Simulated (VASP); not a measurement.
# I (Im-3m) in VASP: density of states with PBE

Aim: the density of states of I with PBE.

Program: VASP 6.6.1. These are calculated values, not measurements. Logs are shortened: lines on timing, memory, paths and dates and some standing lists are left out, and cuts for length are marked.

## Step 1: The crystal as given

Symmetry: Im-3m, No. 229, cubic system. Conventional cell: a = 4.166 Å, b = 4.166 Å, c = 4.166 Å, α = 90.00°, β = 90.00°, γ = 90.00°. Around I (site symmetry m-3m) lie 8 I at 3.61 Å.

The real solid is made of molecules; this cell is a model form.

## Step 2: Density of states, PBE

Contents of POSCAR:

```
I
1.0
   -2.0829554915      2.0829554915      2.0829554915
    2.0829554915     -2.0829554915      2.0829554915
    2.0829554915      2.0829554915     -2.0829554915
I
1
Direct
    0.0000000000      0.0000000000      0.0000000000
```

Contents of INCAR.step1:

```
ALGO     = Normal         # electronic algorithm
EDIFF    = 1E-6           # SCF threshold, eV
ENCUT    = 520            # plane-wave cutoff, eV
GGA      = PE             # functional
ISIF     = 2              # what is computed and relaxed
ISMEAR   = -1             # smearing method
LASPH    = T              # aspherical terms in the spheres
LCHARG   = T              # write CHGCAR
LREAL    = F              # projectors in reciprocal space
LWAVE    = F              # write WAVECAR
NBANDS   = 10             # bands
NELM     = 100            # most SCF steps
PREC     = Accurate       # precision mode
SIGMA    = 0.1            # smearing width, eV
```

Contents of KPOINTS.step1:

```
k-points
0
Gamma
  13 13 13
```

Contents of INCAR.step2:

```
ALGO     = Normal         # electronic algorithm
EDIFF    = 1E-6           # SCF threshold, eV
ENCUT    = 520            # plane-wave cutoff, eV
GGA      = PE             # functional
ICHARG   = 11             # starting density
ISIF     = 2              # what is computed and relaxed
ISMEAR   = -5             # smearing method
LASPH    = T              # aspherical terms in the spheres
LCHARG   = F              # write CHGCAR
LORBIT   = 10             # projections on sites
LREAL    = F              # projectors in reciprocal space
LWAVE    = F              # write WAVECAR
NBANDS   = 10             # bands
NEDOS    = 1001           # points of the DOS
NELM     = 100            # most SCF steps
PREC     = Accurate       # precision mode
SIGMA    = 0.1            # smearing width, eV
```

Contents of KPOINTS.step2:

```
k-points
0
Gamma
  20 20 20
```

Potentials or basis: VASP PAW PBE potentials, release 64 (I).

Started as:

```console
$ cat potpaw_PBE.64/I/POTCAR > POTCAR
$ cp INCAR.step1 INCAR
$ cp KPOINTS.step1 KPOINTS
$ mpirun -np 1 vasp_std > vasp.out
$ cp INCAR.step2 INCAR
$ cp KPOINTS.step2 KPOINTS
$ mpirun -np 1 vasp_std > vasp.out
```

OUTCAR:

```text
EDIFF = 1E-6
   ENCUT = 520
   GGA = PE
   ICHARG = 11
   ISIF = 2
   ISMEAR = -5
   LASPH = T
   LORBIT = 10
   LREAL = F
   NELM = 100
   PREC = Accurate

 ion  position               nearest neighbor table
   1  0.000  0.000  0.000-

  LATTYP: Found a body centered cubic cell.
 ALAT       =     4.1659109830

  Lattice vectors:

 A1 = (  -2.0829554915,   2.0829554915,   2.0829554915)
 A2 = (   2.0829554915,  -2.0829554915,   2.0829554915)
 A3 = (   2.0829554915,   2.0829554915,  -2.0829554915)

Analysis of symmetry for initial positions (statically):
=====================================================================
 Subroutine PRICEL returns:
 Original cell was already a primitive cell.

 Routine SETGRP: Setting up the symmetry group for a
 body centered cubic supercell.

 Subroutine GETGRP returns: Found 48 space group operations
 (whereof 48 operations were pure point group operations)
 out of a pool of 48 trial point group operations.

The static configuration has the point symmetry O_h .

Analysis of symmetry for dynamics (positions and initial velocities):
=====================================================================
 Subroutine PRICEL returns:
 Original cell was already a primitive cell.

 Routine SETGRP: Setting up the symmetry group for a
 body centered cubic supercell.

 Subroutine GETGRP returns: Found 48 space group operations
 (whereof 48 operations were pure point group operations)
 out of a pool of 48 trial point group operations.

The dynamic configuration has the point symmetry O_h .

 Subroutine INISYM returns: Found 48 space group operations
 (whereof 48 operations are pure point group operations),
 and found     1 'primitive' translations

----------------------------------------------------------------------------------------

                                     Primitive cell

  volume of cell :      36.1493

  direct lattice vectors                    reciprocal lattice vectors
    -2.082955491  2.082955491  2.082955491     0.000000000  0.240043535  0.240043535
     2.082955491 -2.082955491  2.082955491     0.240043535  0.000000000  0.240043535
     2.082955491  2.082955491 -2.082955491     0.240043535  0.240043535  0.000000000

  length of vectors
     3.607784741  3.607784741  3.607784741     0.339472823  0.339472823  0.339472823

  position of ions in fractional coordinates (direct lattice)
     0.000000000  0.000000000  0.000000000

  ion indices of the primitive-cell ions
   primitive index   ion index
                 1           1

----------------------------------------------------------------------------------------

 KPOINTS: k-points

Automatic generation of k-mesh.
 Grid dimensions read from file:
 generate k-points for:   20   20   20

 Generating k-lattice:

  Cartesian coordinates                     Fractional coordinates (reciprocal lattice)
     0.000000000  0.012002177  0.012002177     0.050000000  0.000000000  0.000000000
     0.012002177  0.000000000  0.012002177     0.000000000  0.050000000  0.000000000
     0.012002177  0.012002177  0.000000000     0.000000000  0.000000000  0.050000000

  Length of vectors
     0.016973641  0.016973641  0.016973641

  Shift w.r.t. Gamma in fractional coordinates (k-lattice)
     0.000000000  0.000000000  0.000000000

 TETIRR: Found   9408 inequivalent tetrahedra from    48000

 Subroutine IBZKPT returns following result:
 ===========================================

 Found    256 irreducible k-points:

 Following reciprocal coordinates:
            Coordinates               Weight
  0.000000  0.000000  0.000000      1.000000
  0.050000  0.000000  0.000000     12.000000
  0.100000  0.000000  0.000000     12.000000
  0.150000  0.000000  0.000000     12.000000
  0.200000  0.000000  0.000000     12.000000
  0.250000  0.000000  0.000000     12.000000
[... 16 lines left out ...]
  0.200000  0.100000 -0.000000     48.000000
  0.250000  0.100000  0.000000     48.000000
 [... further k-points ...]
   k-points           NKPTS =    256   k-points in BZ     NKDIM =    256   number of bands    NBANDS=     10
   number of dos      NEDOS =   1001   number of ions     NIONS =      1
   total plane-waves  NPLWV =  21952
   dimension x,y,z NGX =    28 NGY =   28 NGZ =   28
   dimension x,y,z NGXF=    56 NGYF=   56 NGZF=   56
   ions per type =               1
   NGX,Y,Z   is equivalent  to a cutoff of  12.90, 12.90, 12.90 a.u.
   NGXF,Y,Z  is equivalent  to a cutoff of  25.80, 25.80, 25.80 a.u.
 SYSTEM =  unknown system
   PREC   = accura    normal or accurate (medium, high low for compatibility)
   ISTART =      0    job   : 0-new  1-cont  2-samecut
   ICHARG =     11    charge: 1-file 2-atom 10-const
   ISPIN  =      1    spin polarized calculation?
   LNONCOLLINEAR =      F non collinear calculations
   LSORBIT =      F    spin-orbit coupling
   LASPH  =      T    aspherical Exc in radial PAW
   ENCUT  =  520.0 eV  38.22 Ry    6.18 a.u.   6.71  6.71  6.71*2*pi/ulx,y,z
   NELM   =    100;   NELMIN=  2; NELMDL=  0     # of ELM steps
   EDIFF  = 0.1E-05   stopping-criterion for ELM
   LREAL  =      F    real-space projection
   EDIFFG = 0.1E-04   stopping-criterion for IOM
   NSW    =      0    number of steps for IOM
   IBRION =     -1    ionic relax: 0-MD 1-quasi-New 2-CG
   NFREE  =      0    steps in history (QN), initial steepest desc. (CG)
   ISIF   =      2    stress and relaxation
   ISYM   =      2    0-nonsym 1-usesym 2-fastsym
   POTIM  = 0.5000    time-step for ionic-motion
   TEBEG  =    0.0;   TEEND  =   0.0 temperature during run
   PSTRESS=    0.0 pullay stress
   NELECT =       7.0000    total number of electrons
   NUPDOWN=      -1.0000    fix difference up-down
   EMIN   =  10.00;   EMAX   =-10.00  energy-range for DOS
   EFERMI =   0.00;   METHOD = LEGACY
   ISMEAR =    -5;   SIGMA  =   0.10  broadening in eV -4-tet -1-fermi 0-gaus
   EFERMI_NEDOS =   21; number of points for ismear=-14 and -15
   IALGO  =     38    algorithm
   IMIX   =      4    mixing-type and parameters
     AMIX     =   0.40;   BMIX     =  1.00
     AMIX_MAG =   1.60;   BMIX_MAG =  1.00
  volume/ion in A,a.u.               =      36.15       243.95
  Fermi-wavevector in a.u.,A,eV,Ry     =   0.947125  1.789808 12.205061  0.897047
  Thomas-Fermi vector in A             =   2.075189
   LORBIT       =     10    0 simple, 1 ext, 2 COOP (PROOUT), +10 PAW based schemes
   GGA     = PE    functional components
   LHFCALC =     F    Hartree Fock is set to
   AEXX    =    0.0000 exact exchange contribution
   IVDW    =     0    specifies the selected vdW correction
   LEPSILON=     F    determine dielectric tensor
   LRPA    =     F    only Hartree local field effects (RPA)
 non-spin polarized calculation
 Fermi weights with tetrahedron method with Bloechl corrections
  energy-cutoff  :      520.00
  volume of cell :       36.15
 maximum number of plane-waves:       987

 number of electron       7.0000000 magnetization

 Free energy of the ion-electron system (eV)
  ---------------------------------------------------
  ext. energy  EPLUGINS =         0.00000000
  ---------------------------------------------------
  free energy    TOTEN  =        -1.05312193 eV

  energy without entropy =       -1.05312193  energy(sigma->0) =       -1.05312193

 E-fermi :   4.2186     XC(G=0):  -8.9615

 val. band max:        4.2663678683   @ k =  -0.1000   0.1000   0.0500
 cond. band min:       4.1789302005   @ k =  -0.1500   0.1500   0.1500
 fundamental gap:     -0.0874376678
 Fermi energy:         4.2186346566

 k-point     1 :       0.0000    0.0000    0.0000
  band No.  band energies     occupation
      1      -9.1263      2.00000
      2       5.0186      0.00000
      3       5.0186      0.00000
      4       5.0186      0.00000
      5      11.0947      0.00000
      6      13.9805      0.00000
      7      13.9805      0.00000
      8      13.9805      0.00000
      9      16.2246      0.00000
     10      16.2246      0.00000

 k-point     2 :       0.0500    0.0000    0.0000
  band No.  band energies     occupation
      1      -9.0997      2.00000
      2       4.8233     -0.03383
      3       4.9666      0.00000
      4       5.0114      0.00000
      5      11.2702      0.00000
      6      13.8330      0.00000
      7      13.9087      0.00000
      8      14.1067      0.00000
      9      15.7455      0.00000
     10      16.0320      0.00000

 k-point     3 :       0.1000    0.0000    0.0000
  band No.  band energies     occupation
      1      -9.0210      2.00000
      2       4.3096      0.82679
      3       4.8214      0.00000
      4       4.9903      0.00000
      5      11.6645      0.00000
      6      13.4827      0.00000
      7      13.7005      0.00000
      8      14.4742      0.00000
      9      15.4058      0.00000
     10      15.7535      0.00000

 k-point     4 :       0.1500    0.0000    0.0000
  band No.  band energies     occupation
      1      -8.8937      2.00000
      2       3.6142      2.05058
      3       4.6100     -0.00023
      4       4.9569      0.00000
      5      11.8771      0.00000
      6      13.0654      0.00000
      7      13.6622      0.00000
      8      15.0550      0.00000
      9      15.4748      0.00000
     10      15.5611      0.00000
[... 222 lines left out ...]
 k-point    22 :       0.1500    0.1000    0.0000
  band No.  band energies     occupation
      1      -8.6542      2.00000
      2       2.6548      2.00000
      3       4.2612      0.74476
      4       4.7256      0.00000
      5      11.9624      0.00000
      6      12.6721      0.00000
      7      13.5991      0.00000
      8      14.9882      0.00000
      9      16.4164      0.00000
     10      16.7438      0.00000

 k-point    23 :       0.2000    0.1000   -0.0000
  band No.  band energies     occupation
      1      -8.4579      2.00000
      2       1.9863      2.00000
      3       3.9517      2.06232
      4       4.6560      0.00000
      5      11.5634      0.00000
      6      12.4121      0.00000
      7      14.0961      0.00000
      8      15.3620      0.00000
      9      16.7908      0.00000
     10      17.6505      0.00000

 k-point    24 :       0.2500    0.1000    0.0000
  band No.  band energies     occupation
      1      -8.2451      2.00000
      2       1.3485      2.00000
      3       3.6641      2.00000
      4       4.5912     -0.00383
      5      11.1731      0.00000
      6      12.1992      0.00000
      7      14.5001      0.00000
      8      16.0539      0.00000
      9      17.1545      0.00000
     10      18.5989      0.00000

 [... further k-points ...]

------------------------ aborting loop because EDIFF is reached ----------------------------------------

  FORCE on cell =-STRESS in cart. coord.  units (eV):
  Direction    XX          YY          ZZ          XY          YZ          ZX
  --------------------------------------------------------------------------------------
  -------------------------------------------------------------------------------------
  Total       -0.0653814     -0.0653814     -0.0653814      0.0000000     -0.0000000     -0.0000000
  in kB       -2.8977746     -2.8977746     -2.8977746      0.0000000     -0.0000000     -0.0000000
  external PRESSURE =      -2.8977746 kB  Pullay stress =       0.0000000 kB

 VOLUME and BASIS-vectors are now :
 -----------------------------------------------------------------------------
  energy-cutoff  :      520.00
  volume of cell :       36.15
      direct lattice vectors                 reciprocal lattice vectors
    -2.082955491  2.082955491  2.082955491     0.000000000  0.240043535  0.240043535
     2.082955491 -2.082955491  2.082955491     0.240043535  0.000000000  0.240043535
     2.082955491  2.082955491 -2.082955491     0.240043535  0.240043535  0.000000000

 POSITION                                       TOTAL-FORCE (eV/Angst)
 -----------------------------------------------------------------------------------
      0.00000      0.00000      0.00000        -0.000000     -0.000000      0.000000
 -----------------------------------------------------------------------------------
    total drift:                                0.000000      0.000000      0.000000

  FREE ENERGIE OF THE ION-ELECTRON SYSTEM (eV)
  ---------------------------------------------------
  free  energy   TOTEN  =        -1.0531219317 eV

  energy  without entropy=       -1.0531219317  energy(sigma->0) =       -1.05312193

 total charge

# of ion       s       p       d       tot
------------------------------------------
    1        1.546   2.588   0.020   4.154
```

Wall time 32 s (1 thread of Intel Xeon 6975P-C (Granite Rapids), shared host); peak memory 0.21 GiB.

What came out:

* Valence electrons inside the program's atomic spheres: I 4.15

States per cell in windows of 1 eV (zero at the Fermi level; states under -8 eV left out):
```csv
from (eV),total,I1_p,I1_d,I1_s
-8.0,0.00,0.00,0.00,0.00
-7.0,0.00,0.00,0.00,0.00
-6.0,0.00,0.00,0.00,0.00
-5.0,0.18,0.08,0.00,0.00
-4.0,1.26,0.56,0.00,0.02
-3.0,0.94,0.46,0.00,0.01
-2.0,1.21,0.65,0.01,0.01
-1.0,1.42,0.85,0.01,0.01
0.0,0.99,0.64,0.00,0.00
1.0,0.00,0.00,0.00,0.00
2.0,0.00,0.00,0.00,0.00
3.0,0.00,0.00,0.00,0.00
4.0,0.03,0.00,0.01,0.00
5.0,0.21,0.01,0.04,0.00
6.0,0.90,0.04,0.15,0.03
7.0,1.32,0.06,0.26,0.05
```

Caveat: an odd number of electrons without spin polarisation forces a metal; a magnetic or distorted state may lie lower; tetrahedron occupations give inexact forces and stress in metals. Spin-orbit coupling is left out, which matters for the levels of I.
